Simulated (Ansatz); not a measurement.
# CoSi: the order of phases at one pressure

Aim: bring CoSi in several structures (rocksalt, CsCl, zincblende, wurtzite) to one pressure and rank them by enthalpy. The pressure is set by scaling the first phase. The runs shown use PAW.

Method: DFT, LDA, PAW with Ansatz's default frozen-core files, scalar-relativistic, in Ansatz 0.2.0.

### 1 The system as given

It takes space group Fm-3m (No. 225, cubic). The conventional cell has a = 4.585 Å, b = 4.585 Å, c = 4.585 Å, α = 90.00°, β = 90.00°, γ = 90.00°. Co (site symmetry m-3m) has 6 Si at 2.29 Å as nearest neighbours. Si (site symmetry m-3m) has 6 Co at 2.29 Å as nearest neighbours.

Structure file:

```xyz
2
Lattice="0.0000 2.2924 2.2924 2.2924 0.0000 2.2924 2.2924 2.2924 0.0000" Properties=species:S:1:pos:R:3 pbc="T T T"
Co    0.0000    0.0000    0.0000
Si    2.2924    2.2924    2.2924
```

Atoms are numbered in the order of the input: Co1, Si2.

### 2 Cell relaxed at zero pressure, PAW

File input.yaml:

```yaml
crystal:
  lattice:
    - [0.0, 2.2923918786, 2.2923918786]
    - [2.2923918786, 0.0, 2.2923918786]
    - [2.2923918786, 2.2923918786, 0.0]
  atoms:
    - { symbol: Co, position: [0.0, 0.0, 0.0], spin: 1.7 }
    - { symbol: Si, position: [0.5, 0.5, 0.5] }
magnetization:
  spin_polarized: true
kpoints:
  mp_grid: { grid: [15, 15, 15] }
scf:
  occupations: { method: fermi_dirac, width: 0.08 }
hamiltonian:
  xc: lda
  pseudopotentials: { kind: paw }
output:
  forces: true
  stress: true
relax:
  f_tol: 0.005
  max_steps: 40
  cell: {}
```

On the command line:

```console
$ ansatz run input.yaml --threads 2 --pin off --max-ram 7168MiB --backend cpu --events-out ev --progress --plain --runs-dir out
```

The runs that follow: Volume scaled by 0.744, to set the pressure, PAW; Rocksalt relaxed under pressure, PAW; CsCl relaxed under pressure, PAW; Zincblende relaxed under pressure, PAW; Wurtzite relaxed under pressure, PAW.

**Question.** What will these runs give? Wanted: pressure; lowest.

As calculated:

| quantity | value |
| --- | --- |
| pressure | 100 GPa |
| lowest (PAW) | CsCl, 1318.8 meV/atom under rocksalt |

**Reading.** By PAW the order is CsCl < rocksalt < wurtzite < zincblende. Some starts changed symmetry on relaxing: wurtzite ended as P6_3/mmc. Only these structures were tried, with electrons smeared by 0.08 eV and without vibrations, so the true ground state may be another. The k meshes differ between phases and weren't tested, which can move differences by some meV.
